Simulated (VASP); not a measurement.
# Si2W (I4/mmm) in VASP: further runs

Aim: see how the results for Si2W move with the level of theory and the settings. Levels: PBE, PBEsol, LDA. Tasks: relaxation of cell and atoms.

Program: VASP 6.6.1. These are calculated values, not measurements. Logs are shortened: lines on timing, memory, paths and dates and some standing lists are left out, and cuts for length are marked.

## 1. The structure

Symmetry: I4/mmm, No. 139, tetragonal system. Conventional cell: a = 3.229 Å, b = 3.229 Å, c = 7.867 Å, α = 90.00°, β = 90.00°, γ = 90.00°. Si (site symmetry 4mm) is surrounded by 5 Si at 2.60 to 2.64 Å and 5 W at 2.63 Å. Around W (site symmetry 4/mmm) lie 10 Si at 2.63 Å.

## 2. Relaxation of cell and atoms, PBE

Input file INCAR:

```
SYSTEM = Si2W
PREC = Accurate
ENCUT = 600
EDIFF = 1E-7
ISMEAR = 1
SIGMA = 0.1
LREAL = .FALSE.
LASPH = .TRUE.
NELM = 80
ALGO = Normal
ISIF = 3
LWAVE = .FALSE.
LCHARG = .FALSE.
GGA = PE
IBRION = 2
NSW = 90
EDIFFG = -0.005
```

Input file KPOINTS:

```
Automatic mesh
0
G
  16 16 16
  0 0 0
```

Input file POSCAR:

```
Si2W                                    
1.0
   -1.6147111301      1.6147111301      3.9336701219
    1.6147111301     -1.6147111301      3.9336701219
    1.6147111301      1.6147111301     -3.9336701219
  Si              W             
     2     1
Direct
     0.3345087656762761    0.3345087656762761    0.0000000000000000
     0.6654912343237239    0.6654912343237239    0.0000000000000000
     0.0000000000000000    0.0000000000000000    0.0000000000000000
```

Potentials or basis: VASP PAW PBE potentials, release 64 (Si, W_sv).

On the command line:

```console
> cat potpaw_PBE.64/Si/POTCAR potpaw_PBE.64/W_sv/POTCAR > POTCAR
> mpirun -np 1 vasp_std > vasp.out
```

OUTCAR:

```text
SYSTEM = Si2W
   PREC = Accurate
   ENCUT = 600
   EDIFF = 1E-7
   ISMEAR = 1
   LREAL = .FALSE.
   LASPH = .TRUE.
   NELM = 80
   ISIF = 3
   GGA = PE
   IBRION = 2
   NSW = 90
   EDIFFG = -0.005

 ion  position               nearest neighbor table
   1  0.335  0.335  0.000-   2 2.60   3 2.63   3 2.63   3 2.63   3 2.63   3 2.63   2 2.64   2 2.64
                             2 2.64   2 2.64
   2  0.665  0.665  0.000-   1 2.60   3 2.63   3 2.63   3 2.63   3 2.63   3 2.63   1 2.64   1 2.64
                             1 2.64   1 2.64
   3  0.000  0.000  0.000-   2 2.63   2 2.63   2 2.63   1 2.63   2 2.63   1 2.63   1 2.63   1 2.63
                             1 2.63   2 2.63

  LATTYP: Found a body centered tetragonal cell.
 ALAT       =     3.2294222602
 C/A-ratio  =     2.4361447993

  Lattice vectors:

 A1 = (  -1.6147111301,   1.6147111301,   3.9336701219)
 A2 = (   1.6147111301,  -1.6147111301,   3.9336701219)
 A3 = (   1.6147111301,   1.6147111301,  -3.9336701219)

Analysis of symmetry for initial positions (statically):
=====================================================================
 Subroutine PRICEL returns:
 Original cell was already a primitive cell.

 Routine SETGRP: Setting up the symmetry group for a
 body centered tetragonal supercell.

 Subroutine GETGRP returns: Found 16 space group operations
 (whereof 16 operations were pure point group operations)
 out of a pool of 16 trial point group operations.

The static configuration has the point symmetry D_4h.

Analysis of symmetry for dynamics (positions and initial velocities):
=====================================================================
 Subroutine PRICEL returns:
 Original cell was already a primitive cell.

 Routine SETGRP: Setting up the symmetry group for a
 body centered tetragonal supercell.

 Subroutine GETGRP returns: Found 16 space group operations
 (whereof 16 operations were pure point group operations)
 out of a pool of 16 trial point group operations.

The dynamic configuration has the point symmetry D_4h.

 Subroutine INISYM returns: Found 16 space group operations
 (whereof 16 operations are pure point group operations),
 and found     1 'primitive' translations

----------------------------------------------------------------------------------------

                                     Primitive cell

  volume of cell :      41.0249

  direct lattice vectors                    reciprocal lattice vectors
    -1.614711130  1.614711130  3.933670122     0.000000000  0.309652910  0.127107761
     1.614711130 -1.614711130  3.933670122     0.309652910  0.000000000  0.127107761
     1.614711130  1.614711130 -3.933670122     0.309652910  0.309652910  0.000000000

  length of vectors
     4.548444206  4.548444206  4.548444206     0.334725720  0.334725720  0.437915345

  position of ions in fractional coordinates (direct lattice)
     0.334508766  0.334508766  0.000000000
     0.665491234  0.665491234  0.000000000
     0.000000000  0.000000000  0.000000000

  ion indices of the primitive-cell ions
   primitive index   ion index
                 1           1
                 2           2
                 3           3

----------------------------------------------------------------------------------------

 KPOINTS: Automatic mesh

Automatic generation of k-mesh.
 Grid dimensions read from file:
 generate k-points for:   16   16   16

 Generating k-lattice:

  Cartesian coordinates                     Fractional coordinates (reciprocal lattice)
     0.000000000  0.019353307  0.007944235     0.062500000 -0.000000000  0.000000000
     0.019353307  0.000000000  0.007944235    -0.000000000  0.062500000  0.000000000
     0.019353307  0.019353307  0.000000000     0.000000000  0.000000000  0.062500000

  Length of vectors
     0.020920357  0.020920357  0.027369709

  Shift w.r.t. Gamma in fractional coordinates (k-lattice)
     0.000000000  0.000000000  0.000000000

 Subroutine IBZKPT returns following result:
 ===========================================

 Found    349 irreducible k-points:

 Following reciprocal coordinates:
            Coordinates               Weight
  0.000000  0.000000  0.000000      1.000000
  0.062500  0.000000  0.000000      8.000000
  0.125000  0.000000  0.000000      8.000000
  0.187500  0.000000  0.000000      8.000000
  0.250000  0.000000  0.000000      8.000000
  0.312500  0.000000  0.000000      8.000000
[... 16 lines left out ...]
 -0.125000  0.062500  0.000000     16.000000
 -0.062500  0.062500  0.000000      4.000000
 [... further k-points ...]
   k-points           NKPTS =    349   k-points in BZ     NKDIM =    349   number of bands    NBANDS=     15
   number of dos      NEDOS =    301   number of ions     NIONS =      3
   total plane-waves  NPLWV =  46656
   dimension x,y,z NGX =    36 NGY =   36 NGZ =   36
   dimension x,y,z NGXF=    72 NGYF=   72 NGZF=   72
   ions per type =               2   1
   NGX,Y,Z   is equivalent  to a cutoff of  13.16, 13.16, 13.16 a.u.
   NGXF,Y,Z  is equivalent  to a cutoff of  26.32, 26.32, 26.32 a.u.
 SYSTEM =  Si2W
   PREC   = accura    normal or accurate (medium, high low for compatibility)
   ISTART =      0    job   : 0-new  1-cont  2-samecut
   ICHARG =      2    charge: 1-file 2-atom 10-const
   ISPIN  =      1    spin polarized calculation?
   LNONCOLLINEAR =      F non collinear calculations
   LSORBIT =      F    spin-orbit coupling
   LASPH  =      T    aspherical Exc in radial PAW
   ENCUT  =  600.0 eV  44.10 Ry    6.64 a.u.   9.08  9.08  9.08*2*pi/ulx,y,z
   NELM   =     80;   NELMIN=  2; NELMDL= -5     # of ELM steps
   EDIFF  = 0.1E-06   stopping-criterion for ELM
   LREAL  =      F    real-space projection
   EDIFFG = -.5E-02   stopping-criterion for IOM
   NSW    =     90    number of steps for IOM
   IBRION =      2    ionic relax: 0-MD 1-quasi-New 2-CG
   NFREE  =      1    steps in history (QN), initial steepest desc. (CG)
   ISIF   =      3    stress and relaxation
   ISYM   =      2    0-nonsym 1-usesym 2-fastsym
   POTIM  = 0.5000    time-step for ionic-motion
   TEBEG  =    0.0;   TEEND  =   0.0 temperature during run
   PSTRESS=    0.0 pullay stress
   NELECT =      22.0000    total number of electrons
   NUPDOWN=      -1.0000    fix difference up-down
   EMIN   =  10.00;   EMAX   =-10.00  energy-range for DOS
   EFERMI =   0.00;   METHOD = LEGACY
   ISMEAR =     1;   SIGMA  =   0.10  broadening in eV -4-tet -1-fermi 0-gaus
   EFERMI_NEDOS =   21; number of points for ismear=-14 and -15
   IALGO  =     38    algorithm
   IMIX   =      4    mixing-type and parameters
     AMIX     =   0.40;   BMIX     =  1.00
     AMIX_MAG =   1.60;   BMIX_MAG =  1.00
  volume/ion in A,a.u.               =      13.67        92.28
  Fermi-wavevector in a.u.,A,eV,Ry     =   1.330046  2.513422 24.068995  1.769021
  Thomas-Fermi vector in A             =   2.459162
   LORBIT       =      0    0 simple, 1 ext, 2 COOP (PROOUT), +10 PAW based schemes
   GGA     = PE    functional components
   LHFCALC =     F    Hartree Fock is set to
   AEXX    =    0.0000 exact exchange contribution
   IVDW    =     0    specifies the selected vdW correction
   LEPSILON=     F    determine dielectric tensor
   LRPA    =     F    only Hartree local field effects (RPA)
 conjugate gradient relaxation of ions
 non-spin polarized calculation
 Methfessel and Paxton  Order N= 1 SIGMA  =   0.10
  energy-cutoff  :      600.00
  volume of cell :       41.02
 maximum number of plane-waves:      1393
   NGX = 19   NGY = 19   NGZ = 19

--------------------------------------- Ionic step        1  -------------------------------------------

 number of electron      22.0000000 magnetization

 Free energy of the ion-electron system (eV)
  ---------------------------------------------------
  ext. energy  EPLUGINS =         0.00000000
  ---------------------------------------------------
  free energy    TOTEN  =       -24.81514360 eV

  energy without entropy =      -24.81510378  energy(sigma->0) =      -24.81513033

------------------------ aborting loop because EDIFF is reached ----------------------------------------

  FORCE on cell =-STRESS in cart. coord.  units (eV):
  Direction    XX          YY          ZZ          XY          YZ          ZX
  --------------------------------------------------------------------------------------
  -------------------------------------------------------------------------------------
  Total        0.0115054      0.0115054      0.0196985      0.0000000      0.0000000     -0.0000000
  in kB        0.4493308      0.4493308      0.7692997      0.0000000      0.0000000     -0.0000000
  external PRESSURE =       0.5559871 kB  Pullay stress =       0.0000000 kB

 VOLUME and BASIS-vectors are now :
 -----------------------------------------------------------------------------
  energy-cutoff  :      600.00
  volume of cell :       41.02
      direct lattice vectors                 reciprocal lattice vectors
    -1.614711130  1.614711130  3.933670122     0.000000000  0.309652910  0.127107761
     1.614711130 -1.614711130  3.933670122     0.309652910  0.000000000  0.127107761
     1.614711130  1.614711130 -3.933670122     0.309652910  0.309652910  0.000000000
[... 38 lines left out ...]
 POSITION                                       TOTAL-FORCE (eV/Angst)
 -----------------------------------------------------------------------------------
      0.00000      0.00000      2.63237         0.000000      0.000000      0.001588
      1.61501      1.61501      1.30255        -0.000000     -0.000000     -0.001588
      1.61501      1.61501     -3.93492         0.000000      0.000000     -0.000000
 -----------------------------------------------------------------------------------
    total drift:                               -0.000000      0.000000     -0.000000

  FREE ENERGIE OF THE ION-ELECTRON SYSTEM (eV)
  ---------------------------------------------------
  free  energy   TOTEN  =       -24.8151377538 eV

  energy  without entropy=      -24.8151026376  energy(sigma->0) =      -24.81512605

--------------------------------------- Ionic step        3  -------------------------------------------

 number of electron      22.0000000 magnetization

 Free energy of the ion-electron system (eV)
  ---------------------------------------------------
  ext. energy  EPLUGINS =         0.00000000
  ---------------------------------------------------
  free energy    TOTEN  =       -24.81514511 eV

  energy without entropy =      -24.81510674  energy(sigma->0) =      -24.81513232

 E-fermi :  11.7383     XC(G=0): -12.4587

 val. band max:       11.7370687974   @ k =   0.0625   0.0625   0.0000
 cond. band min:      11.7502359104   @ k =  -0.3750   0.4375   0.3750
 fundamental gap:      0.0131671131
 Fermi energy:        11.7383216318

 k-point     1 :       0.0000    0.0000    0.0000
  band No.  band energies     occupation
      1     -62.1363      2.00000
      2     -26.3822      2.00000
      3     -26.3695      2.00000
      4     -26.3695      2.00000
      5      -2.2061      2.00000
      6       4.9961      2.00000
      7       7.9914      2.00000
      8       8.5040      2.00000
      9       8.9448      2.00000
     10       8.9448      2.00000
     11      12.3533     -0.00000
     12      14.3954      0.00000
     13      14.7304      0.00000
     14      14.7853      0.00000
     15      14.7853      0.00000
[... 397 lines left out ...]
 k-point    24 :      -0.0625    0.0625    0.0000
  band No.  band energies     occupation
      1     -62.1357      2.00000
      2     -26.3807      2.00000
      3     -26.3771      2.00000
      4     -26.3761      2.00000
      5      -2.0810      2.00000
      6       5.1099      2.00000
      7       7.5901      2.00000
      8       8.5295      2.00000
      9       8.6255      2.00000
     10       9.3655      2.00000
     11      11.7300      1.14114
     12      14.2168      0.00000
     13      14.8786      0.00000
     14      14.9008      0.00000
     15      15.0963      0.00000

 [... further k-points ...]

------------------------ aborting loop because EDIFF is reached ----------------------------------------

  FORCE on cell =-STRESS in cart. coord.  units (eV):
  Direction    XX          YY          ZZ          XY          YZ          ZX
  --------------------------------------------------------------------------------------
  -------------------------------------------------------------------------------------
  Total        0.0006356      0.0006356      0.0031588      0.0000000      0.0000000     -0.0000000
  in kB        0.0248161      0.0248161      0.1233379      0.0000000      0.0000000     -0.0000000
  external PRESSURE =       0.0576567 kB  Pullay stress =       0.0000000 kB

 VOLUME and BASIS-vectors are now :
 -----------------------------------------------------------------------------
  energy-cutoff  :      600.00
  volume of cell :       41.03
      direct lattice vectors                 reciprocal lattice vectors
    -1.614800604  1.614800604  3.934043313     0.000000000  0.309635752  0.127095703
     1.614800604 -1.614800604  3.934043313     0.309635752  0.000000000  0.127095703
     1.614800604  1.614800604 -3.934043313     0.309635752  0.309635752  0.000000000

 POSITION                                       TOTAL-FORCE (eV/Angst)
 -----------------------------------------------------------------------------------
      0.00000      0.00000      2.63190        -0.000000     -0.000000     -0.001843
      0.00000      0.00000      5.23619         0.000000      0.000000      0.001843
      0.00000     -0.00000      0.00000        -0.000000     -0.000000     -0.000000
 -----------------------------------------------------------------------------------
    total drift:                                0.000000     -0.000000      0.000000

  FREE ENERGIE OF THE ION-ELECTRON SYSTEM (eV)
  ---------------------------------------------------
  free  energy   TOTEN  =       -24.8151451079 eV

  energy  without entropy=      -24.8151067410  energy(sigma->0) =      -24.81513232

 reached required accuracy - stopping structural energy minimisation
```

Wall time 4.4 min (1 thread of Intel Xeon 6975P-C (Granite Rapids), shared host); peak memory 0.42 GiB.

What came out:

```
Free energy                            : -24.8151 eV
Relaxed volume                         : 13.68 Å³/atom
Relaxed cell                           : a = 4.549 Å, b = 4.549 Å, c = 4.549 Å, α = 138.41°, β = 138.41°, γ = 60.27°
Space group after relaxing (to 0.05 Å) : I4/mmm (No. 139)
Energy gained by relaxing              : 0.0 meV/atom
Ionic steps                            : 3
Pressure after relaxing                : 0.0 GPa
Band gap on the k mesh                 : none (metal or under the smearing width)
```

Final structure:
```
Si W
1.0
    -1.61480    1.61480    3.93404
     1.61480   -1.61480    3.93404
     1.61480    1.61480   -3.93404
Si W
2 1
Direct
  0.33450 0.33450 0.00000
  0.66550 0.66550 0.00000
  0.00000 0.00000 0.00000
```

[end of part 1 of 3]
